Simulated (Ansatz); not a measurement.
**ZrB2 under changes of volume**

One of the cells (10.249 Å³/atom); the others are scaled copies at fixed shape and fractional positions:

```
CELL_PARAMETERS angstrom
3.17000 0.00000 0.00000
-1.58500 2.74530 0.00000
0.00000 0.00000 3.53300
ATOMIC_POSITIONS crystal
Zr 0.00000 0.00000 0.00000
B 0.66667 0.33333 0.50000
B 0.33333 0.66667 0.50000
```

```yaml
Program: Ansatz 0.2.0
Functional: PBEsol
Dispersion: D4
Potentials_or_basis: Ansatz PAW
Cutoff: "420 eV (not typed: the program's choice for these potentials)"
k_mesh: 10 × 10 × 8
Occupations: fermi-dirac, width 0.05 eV
Spin: no spin polarisation
```

```csv
volume (Å³/atom),energy over the lowest point (meV/atom),pressure (GPa)
9.634,7.27,8.6
9.839,0.07,2.8
10.044,0.00,-2.5
10.249,?,?
10.454,18.56,-11.7
10.659,36.02,-15.6
10.864,58.25,-19.1
```

Task: What does the run at 10.249 Å³/atom give?

Result: Energy over the lowest point 6.39 meV/atom; pressure -7.3 GPa.

Worked out: A Birch-Murnaghan fit of order 3 (a polynomial in V^(-2/3)) to the other rows has its minimum at 9.94 Å³/atom with B0 = V·E''(V) = 256 GPa and B' = 3.9 at fixed shape and positions, which overstates the stiffness. It gives 6.37 meV/atom at 10.249 Å³/atom, against the run's 6.39, and -dE/dV = -7.3 GPa, against -7.3.

Energies are extrapolated to zero smearing.

Caveats: pairwise dispersion overbinds metals, which lowers pressure and volume; the PAW data sets come from PBE, with cores solved anew for the run's functional, which leaves a small shift of forces and pressure.
